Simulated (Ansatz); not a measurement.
Runs of Ansatz 0.2.0 on HfB2. It takes space group P6/mmm (No. 191, hexagonal). The conventional cell has a = 3.140 Å, b = 3.140 Å, c = 3.480 Å, α = 90.00°, β = 90.00°, γ = 120.00°. Hf (site symmetry 6/mmm) is surrounded by 12 B at 2.51 Å. B (site symmetry -6m2) has 3 B at 1.81 Å as nearest neighbours. 

```csv
task,level,cell,k mesh,cutoff (eV),smearing,basis error allowed,mesh quality,gap on the mesh (eV),pressure (GPa)
relaxation of cell and atoms,rPW86-PBE+D4,relaxed,10 × 10 × 8,-,fermi-dirac 0.025 eV,0.002 eV/atom,not flagged,-,0.0
single point,PBE,as given,10 × 10 × 8,287,fermi-dirac 0.05 eV,0.001 eV/atom,not flagged,none,1.5
single point,PBE,as given,7 × 7 × 6,260,fermi-dirac 0.03 eV,0.002 eV/atom,coarse,none,1.5
single point,PBE,as given,5 × 5 × 4,245,fermi-dirac 0.02 eV,0.003 eV/atom,coarse,none,(a)
single point,PBE,as given,4 × 4 × 3,245,fermi-dirac 0.04 eV,0.003 eV/atom,coarse,none,1.7
```

Alike in all rows: potentials or basis all-electron LAPW, scalar-relativistic; no spin polarisation.

Q: Estimate the missing entries.

A: (a) 1.6.

Caveats: some runs use coarse meshes; the k mesh is thin for a metal, which can move the energy by tens of meV per atom (some runs).

A k mesh can miss the band edges, and the runs leave out spin-orbit coupling on Hf.

A gap of «none» marks a metal or a gap under the smearing width.

Not every run made on this cell is shown here.
